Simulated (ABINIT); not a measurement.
Crystal: I.

```
I
1.0
     3.63503   -2.39502    0.00000
     3.63503    2.39502    0.00000
     0.00000    0.00000    9.79344
I
4
Cartesian
  3.6350 -0.7152 3.7646
  3.6350 1.6799 1.1321
  3.6350 0.7152 6.0288
  3.6350 -1.6799 8.6613
```

Base run:

```yaml
Program: ABINIT 10.8.3 (patched build)
Functional: WC
Potentials_or_basis: JTH PAW PBE v2.0
Cutoff: 408 eV
k_mesh: 7 × 7 × 3
Occupations: fermi-dirac, width 0.05 eV
Spin: no spin polarisation
```

Its results: band gap on the k mesh 1.25 eV, indirect (least direct gap 1.33 eV); pressure 0.3 GPa; largest force 0.972 eV/Å.

Q: After a change of settings the same cell gave: band gap on the k mesh 1.29 eV, indirect (least direct gap 1.37 eV); pressure 4.1 GPa; largest force 1.263 eV/Å. Which change was it?
A. functional from WC to BLYP
B. functional from WC to PBE; k mesh from 7 × 7 × 3 to 6 × 6 × 2
C. functional from WC to SOGGA
D. functional from WC to PBEsol; k mesh from 7 × 7 × 3 to 4 × 4 × 2

A: A.

BLYP binds less tightly than WC, so the same cell stands under more pressure.

Caveats: the PAW data sets were made with another functional, which shifts forces and pressure a little; spin-orbit coupling is left out, which moves the levels of the heavy elements.

Not every run made on this cell is shown here.
